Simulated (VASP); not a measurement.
# CoSi (P2_13) in VASP: a series of runs

Aim: see how the results for CoSi move with the level of theory and the settings. Levels: r2SCAN, PBE, PBEsol, LDA. Tasks: band structure, density of states, phonons, optical spectrum.

All numbers are computed with VASP 6.6.1; they aren't measurements. Logs are shortened: lines on timing, memory, paths and dates and some standing lists are left out, and cuts for length are marked.

## 1. The crystal as given

The structure is cubic, space group P2_13 (No. 198). The conventional cell has a = 4.387 Å, b = 4.387 Å, c = 4.387 Å, α = 90.00°, β = 90.00°, γ = 90.00°. Around Co (site symmetry 3) lie 7 Si at 2.30 to 2.40 Å. Si (site symmetry 3) has 7 Co at 2.30 to 2.40 Å as nearest neighbours.

## 2. Band structure, r2SCAN

Contents of INCAR:

```
PREC = Accurate ; ENCUT = 520
EDIFF = 1E-6 ; ISMEAR = 1
SIGMA = 0.1 ; LREAL = False
LASPH = True ; NELM = 80
ALGO = Normal ; ISIF = 2
LWAVE = False ; LCHARG = False
LMAXMIX = 4 ; METAGGA = R2SCAN
LMIXTAU = True ; NBANDS = 36
KPAR = 4
```

Contents of KPOINTS:

```
regular mesh
0
Gamma
  8 8 8
```

Contents of POSCAR:

```
CoSi                                    
1.0
    4.3865828305      0.0000000000      0.0000000000
    0.0000000000      4.3865828305      0.0000000000
    0.0000000000      0.0000000000      4.3865828305
  Co              Si            
     4     4
Direct
     0.1457490871223968    0.1457490871223968    0.1457490871223968
     0.3542509128776032    0.8542509128776032    0.6457490871223968
     0.6457490871223968    0.3542509128776032    0.8542509128776032
     0.8542509128776032    0.6457490871223968    0.3542509128776032
     0.8433334726077035    0.8433334726077035    0.8433334726077035
     0.6566665273922965    0.1566665273922965    0.3433334726077035
     0.3433334726077035    0.6566665273922965    0.1566665273922965
     0.1566665273922965    0.3433334726077035    0.6566665273922965
```

Contents of KPOINTS_OPT:

```
explicit points
128
Reciprocal
 0.0000000000  0.0000000000  0.0000000000 1
 0.0000000000  0.0555555556  0.0000000000 1
 0.0000000000  0.1111111111  0.0000000000 1
 0.0000000000  0.1666666667  0.0000000000 1
 0.0000000000  0.2222222222  0.0000000000 1
 0.0000000000  0.2777777778  0.0000000000 1
[... 120 lines left out ...]
 0.0174807700  0.4825192300  0.0000000000 1
-0.0174807700  0.5174807700  0.0000000000 1
```

Potentials or basis: VASP PAW PBE potentials, release 64 (Co, Si).

Run with:

```sh
$ cat potpaw_PBE.64/Co/POTCAR potpaw_PBE.64/Si/POTCAR > POTCAR
$ mpirun -np 4 vasp_std > vasp.out
```

OUTCAR:

```text
PREC = Accurate
   ENCUT = 520
   EDIFF = 1E-6
   ISMEAR = 1
   LREAL = False
   LASPH = True
   NELM = 80
   ISIF = 2
   METAGGA = R2SCAN

 ion  position               nearest neighbor table
   1  0.146  0.146  0.146-   5 2.30   6 2.31   7 2.31   8 2.31   7 2.40   8 2.40   6 2.40   2 2.70
                             3 2.70   2 2.70   3 2.70   4 2.70   4 2.70
   2  0.354  0.854  0.646-   6 2.30   5 2.31   7 2.31   8 2.31   7 2.40   8 2.40   5 2.40   1 2.70
                             1 2.70   4 2.70   4 2.70   3 2.70   3 2.70
   3  0.646  0.354  0.854-   7 2.30   6 2.31   5 2.31   8 2.31   8 2.40   6 2.40   5 2.40   4 2.70
                             1 2.70   4 2.70   1 2.70   2 2.70   2 2.70
   4  0.854  0.646  0.354-   8 2.30   6 2.31   7 2.31   5 2.31   6 2.40   5 2.40   7 2.40   3 2.70
                             2 2.70   2 2.70   3 2.70   1 2.70   1 2.70
   5  0.843  0.843  0.843-   1 2.30   2 2.31   3 2.31   4 2.31   3 2.40   4 2.40   2 2.40   6 2.71
                             7 2.71   8 2.71   6 2.71   8 2.71   7 2.71
   6  0.657  0.157  0.343-   2 2.30   1 2.31   3 2.31   4 2.31   3 2.40   4 2.40   1 2.40   8 2.71
                             5 2.71   5 2.71   7 2.71   7 2.71   8 2.71
   7  0.343  0.657  0.157-   3 2.30   2 2.31   1 2.31   4 2.31   4 2.40   2 2.40   1 2.40   8 2.71
                             5 2.71   8 2.71   6 2.71   6 2.71   5 2.71
   8  0.157  0.343  0.657-   4 2.30   2 2.31   3 2.31   1 2.31   2 2.40   1 2.40   3 2.40   7 2.71
                             5 2.71   7 2.71   5 2.71   6 2.71   6 2.71

  LATTYP: Found a simple cubic cell.
 ALAT       =     4.3865828305

  Lattice vectors:

 A1 = (   4.3865828305,   0.0000000000,   0.0000000000)
 A2 = (   0.0000000000,   4.3865828305,   0.0000000000)
 A3 = (   0.0000000000,   0.0000000000,   4.3865828305)

Analysis of symmetry for initial positions (statically):
=====================================================================
 Subroutine PRICEL returns:
 Original cell was already a primitive cell.

 Routine SETGRP: Setting up the symmetry group for a
 simple cubic supercell.

 Subroutine GETGRP returns: Found 12 space group operations
 (whereof  3 operations were pure point group operations)
 out of a pool of 48 trial point group operations.

The static configuration has the point symmetry C_3 .
 The point group associated with its full space group is T   .

Analysis of symmetry for dynamics (positions and initial velocities):
=====================================================================
 Subroutine PRICEL returns:
 Original cell was already a primitive cell.

 Routine SETGRP: Setting up the symmetry group for a
 simple cubic supercell.

 Subroutine GETGRP returns: Found 12 space group operations
 (whereof  3 operations were pure point group operations)
 out of a pool of 48 trial point group operations.

The dynamic configuration has the point symmetry C_3 .
 The point group associated with its full space group is T   .

 Subroutine INISYM returns: Found 12 space group operations
 (whereof  3 operations are pure point group operations),
 and found     1 'primitive' translations

----------------------------------------------------------------------------------------

                                     Primitive cell

  volume of cell :      84.4071

  direct lattice vectors                    reciprocal lattice vectors
     4.386582831  0.000000000  0.000000000     0.227967883  0.000000000  0.000000000
     0.000000000  4.386582831  0.000000000     0.000000000  0.227967883  0.000000000
     0.000000000  0.000000000  4.386582831     0.000000000  0.000000000  0.227967883

  length of vectors
     4.386582831  4.386582831  4.386582831     0.227967883  0.227967883  0.227967883

  position of ions in fractional coordinates (direct lattice)
     0.145749087  0.145749087  0.145749087
     0.354250913  0.854250913  0.645749087
     0.645749087  0.354250913  0.854250913
     0.854250913  0.645749087  0.354250913
     0.843333473  0.843333473  0.843333473
     0.656666527  0.156666527  0.343333473
     0.343333473  0.656666527  0.156666527
     0.156666527  0.343333473  0.656666527

  ion indices of the primitive-cell ions
   primitive index   ion index
                 1           1
                 2           2
                 3           3
                 4           4
                 5           5
                 6           6
                 7           7
                 8           8

----------------------------------------------------------------------------------------

 KPOINTS: regular mesh

Automatic generation of k-mesh.
 Grid dimensions read from file:
 generate k-points for:    8    8    8

 Generating k-lattice:

  Cartesian coordinates                     Fractional coordinates (reciprocal lattice)
     0.028495985  0.000000000  0.000000000     0.125000000  0.000000000  0.000000000
     0.000000000  0.028495985  0.000000000     0.000000000  0.125000000  0.000000000
     0.000000000  0.000000000  0.028495985     0.000000000  0.000000000  0.125000000

  Length of vectors
     0.028495985  0.028495985  0.028495985

  Shift w.r.t. Gamma in fractional coordinates (k-lattice)
     0.000000000  0.000000000  0.000000000

 Subroutine IBZKPT returns following result:
 ===========================================

 Found     45 irreducible k-points:

 Following reciprocal coordinates:
            Coordinates               Weight
  0.000000  0.000000  0.000000      1.000000
  0.125000  0.000000  0.000000      6.000000
  0.250000  0.000000  0.000000      6.000000
  0.375000  0.000000  0.000000      6.000000
  0.500000  0.000000  0.000000      3.000000
  0.125000  0.125000  0.000000     12.000000
[... 16 lines left out ...]
  0.250000  0.125000  0.125000     24.000000
  0.375000  0.125000  0.125000     24.000000
 [... further k-points ...]
   k-points           NKPTS =     45   k-points in BZ     NKDIM =     45   number of bands    NBANDS=     36
   number of dos      NEDOS =    301   number of ions     NIONS =      8
   total plane-waves  NPLWV =  46656
   dimension x,y,z NGX =    36 NGY =   36 NGZ =   36
   dimension x,y,z NGXF=    72 NGYF=   72 NGZF=   72
   ions per type =               4   4
   NGX,Y,Z   is equivalent  to a cutoff of  13.64, 13.64, 13.64 a.u.
   NGXF,Y,Z  is equivalent  to a cutoff of  27.29, 27.29, 27.29 a.u.
 SYSTEM =  unknown system
   PREC   = accura    normal or accurate (medium, high low for compatibility)
   ISTART =      0    job   : 0-new  1-cont  2-samecut
   ICHARG =      2    charge: 1-file 2-atom 10-const
   ISPIN  =      1    spin polarized calculation?
   LNONCOLLINEAR =      F non collinear calculations
   LSORBIT =      F    spin-orbit coupling
   LASPH  =      T    aspherical Exc in radial PAW
   ENCUT  =  520.0 eV  38.22 Ry    6.18 a.u.   8.16  8.16  8.16*2*pi/ulx,y,z
   NELM   =     80;   NELMIN=  2; NELMDL= -5     # of ELM steps
   EDIFF  = 0.1E-05   stopping-criterion for ELM
   LREAL  =      F    real-space projection
   EDIFFG = 0.1E-04   stopping-criterion for IOM
   NSW    =      0    number of steps for IOM
   IBRION =     -1    ionic relax: 0-MD 1-quasi-New 2-CG
   NFREE  =      0    steps in history (QN), initial steepest desc. (CG)
   ISIF   =      2    stress and relaxation
   ISYM   =      2    0-nonsym 1-usesym 2-fastsym
   POTIM  = 0.5000    time-step for ionic-motion
   TEBEG  =    0.0;   TEEND  =   0.0 temperature during run
   PSTRESS=    0.0 pullay stress
   NELECT =      52.0000    total number of electrons
   NUPDOWN=      -1.0000    fix difference up-down
   EMIN   =  10.00;   EMAX   =-10.00  energy-range for DOS
   EFERMI =   0.00;   METHOD = LEGACY
   ISMEAR =     1;   SIGMA  =   0.10  broadening in eV -4-tet -1-fermi 0-gaus
   EFERMI_NEDOS =   21; number of points for ismear=-14 and -15
   IALGO  =     38    algorithm
   IMIX   =      4    mixing-type and parameters
     AMIX     =   0.40;   BMIX     =  1.00
     AMIX_MAG =   1.60;   BMIX_MAG =  1.00
  volume/ion in A,a.u.               =      10.55        71.20
  Fermi-wavevector in a.u.,A,eV,Ry     =   1.392995  2.632379 26.401228  1.940436
  Thomas-Fermi vector in A             =   2.516684
   LORBIT       =      0    0 simple, 1 ext, 2 COOP (PROOUT), +10 PAW based schemes
   METAGGA = R2SCAN    functional components
   LHFCALC =     F    Hartree Fock is set to
   AEXX    =    0.0000 exact exchange contribution
   IVDW    =     0    specifies the selected vdW correction
   LEPSILON=     F    determine dielectric tensor
   LRPA    =     F    only Hartree local field effects (RPA)
 non-spin polarized calculation
 Methfessel and Paxton  Order N= 1 SIGMA  =   0.10
  energy-cutoff  :      520.00
  volume of cell :       84.41
 maximum number of plane-waves:      2301
 NGX is ok and might be reduce to    36
   NGX = 17   NGY = 17   NGZ = 17

 number of electron      51.9999988 magnetization

 Free energy of the ion-electron system (eV)
  ---------------------------------------------------
  ext. energy  EPLUGINS =         0.00000000
  ---------------------------------------------------
  free energy    TOTEN  =       -91.96273027 eV

  energy without entropy =      -91.96504778  energy(sigma->0) =      -91.96350277

 E-fermi :  12.4862     XC(G=0): -14.0761

 val. band max:       12.4776860925   @ k =   0.1250   0.1250   0.1250
 cond. band min:      12.4888123290   @ k =   0.0000   0.0000   0.0000
 fundamental gap:      0.0111262364
 Fermi energy:        12.4861663655

 k-point     1 :       0.0000    0.0000    0.0000
  band No.  band energies     occupation
      1      -2.1939      2.00000
      2       3.7408      2.00000
      3       3.7408      2.00000
      4       3.7408      2.00000
      5       6.5226      2.00000
      6       6.5226      2.00000
[... 28 lines left out ...]
     35      16.3259      0.00000
     36      17.7260      0.00000

 k-point     2 :       0.1250    0.0000    0.0000
  band No.  band energies     occupation
      1      -2.0683      2.00000
      2       2.8833      2.00000
      3       3.8211      2.00000
      4       4.3591      2.00000
      5       6.0564      2.00000
      6       6.5963      2.00000
[... 28 lines left out ...]
     35      16.8674      0.00000
     36      18.1677      0.00000

 k-point     3 :       0.2500    0.0000    0.0000
  band No.  band energies     occupation
      1      -1.6954      2.00000
      2       1.8215      2.00000
      3       4.0564      2.00000
      4       4.8686      2.00000
      5       5.8369      2.00000
      6       6.7583      2.00000
[... 28 lines left out ...]
     35      17.6061      0.00000
     36      18.3535      0.00000
[... 742 lines left out ...]
 k-point    23 :       0.2500    0.1250    0.1250
  band No.  band energies     occupation
      1      -1.4498      2.00000
      2       1.9372      2.00000
      3       3.3747      2.00000
      4       4.7296      2.00000
      5       5.9256      2.00000
      6       6.6328      2.00000
[... 28 lines left out ...]
     35      17.4024      0.00000
     36      18.0026      0.00000

 k-point    24 :       0.3750    0.1250    0.1250
  band No.  band energies     occupation
      1      -0.8484      2.00000
      2       0.9264      2.00000
      3       3.7702      2.00000
      4       4.8249      2.00000
      5       5.5701      2.00000
      6       6.3984      2.00000
[... 28 lines left out ...]
     35      17.7132      0.00000
     36      18.6761      0.00000

 [... further k-points ...]

------------------------ aborting loop because EDIFF is reached ----------------------------------------

  FORCE on cell =-STRESS in cart. coord.  units (eV):
  Direction    XX          YY          ZZ          XY          YZ          ZX
  --------------------------------------------------------------------------------------
  -------------------------------------------------------------------------------------
  Total       -0.2666271     -0.2666271     -0.2666271      0.0000000      0.0000000      0.0000000
  in kB       -5.0609943     -5.0609943     -5.0609943      0.0000000      0.0000000      0.0000000
  external PRESSURE =      -5.0609943 kB  Pullay stress =       0.0000000 kB

 VOLUME and BASIS-vectors are now :
 -----------------------------------------------------------------------------
  energy-cutoff  :      520.00
  volume of cell :       84.41
      direct lattice vectors                 reciprocal lattice vectors
     4.386582831  0.000000000  0.000000000     0.227967883  0.000000000  0.000000000
     0.000000000  4.386582831  0.000000000     0.000000000  0.227967883  0.000000000
     0.000000000  0.000000000  4.386582831     0.000000000  0.000000000  0.227967883

 POSITION                                       TOTAL-FORCE (eV/Angst)
 -----------------------------------------------------------------------------------
      0.63934      0.63934      0.63934        -0.003554     -0.003554     -0.003554
      1.55395      3.74724      2.83263         0.003554      0.003554     -0.003554
      2.83263      1.55395      3.74724        -0.003554      0.003554      0.003554
      3.74724      2.83263      1.55395         0.003554     -0.003554      0.003554
      3.69935      3.69935      3.69935         0.018661      0.018661      0.018661
      2.88052      0.68723      1.50606        -0.018661     -0.018661      0.018661
      1.50606      2.88052      0.68723         0.018661     -0.018661     -0.018661
      0.68723      1.50606      2.88052        -0.018661      0.018661     -0.018661
 -----------------------------------------------------------------------------------
    total drift:                                0.000000      0.000000      0.000000

  FREE ENERGIE OF THE ION-ELECTRON SYSTEM (eV)
  ---------------------------------------------------
  free  energy   TOTEN  =       -91.9627302726 eV

  energy  without entropy=      -91.9650477757  energy(sigma->0) =      -91.96350277
```

Wall time 4.1 min (4 MPI ranks of AMD EPYC 9R45 (Zen 5), shared host); peak memory 0.31 GiB.

Results:

| Quantity | Value |
| --- | --- |
| Free energy | -91.9627 eV |
| Pressure | -0.5 GPa |
| Largest force | 0.032 eV/Å |
| Band gap along the path | none (metal or under the smearing width) |

Forces on the atoms (eV/Å):
```
Co  -0.004 -0.004 -0.004
Co   0.004  0.004 -0.004
Co  -0.004  0.004  0.004
Co   0.004 -0.004  0.004
Si   0.019  0.019  0.019
Si  -0.019 -0.019  0.019
Si   0.019 -0.019 -0.019
Si  -0.019  0.019 -0.019
```

Levels at the corners of the path, in eV from the Fermi level:
```tsv
point	band 24	band 25	band 26	band 27	band 28	band 29
Γ	-0.87	0.00	0.00	0.00	2.85	2.85
X	-0.71	-0.51	-0.51	1.09	1.09	1.71
X	-0.71	-0.51	-0.51	1.09	1.09	1.71
M	-1.10	-0.04	-0.04	0.69	0.69	2.28
M	-1.10	-0.04	-0.04	0.69	0.69	2.28
Γ	-0.87	0.00	0.00	0.00	2.85	2.85
Γ	-0.87	0.00	0.00	0.00	2.85	2.85
R	-1.33	-0.20	-0.20	-0.20	-0.20	6.08
R	-1.33	-0.20	-0.20	-0.20	-0.20	6.08
X	-0.71	-0.51	-0.51	1.09	1.09	1.71
M	-1.10	-0.04	-0.04	0.69	0.69	2.28
R	-1.33	-0.20	-0.20	-0.20	-0.20	6.08
```

Caveat: the PAW data sets were made with another functional, which shifts forces and pressure a little. Spin polarisation is off, so any magnetic state and its effect on volume and gap are missing.

(Continued in part 2 of 4.)
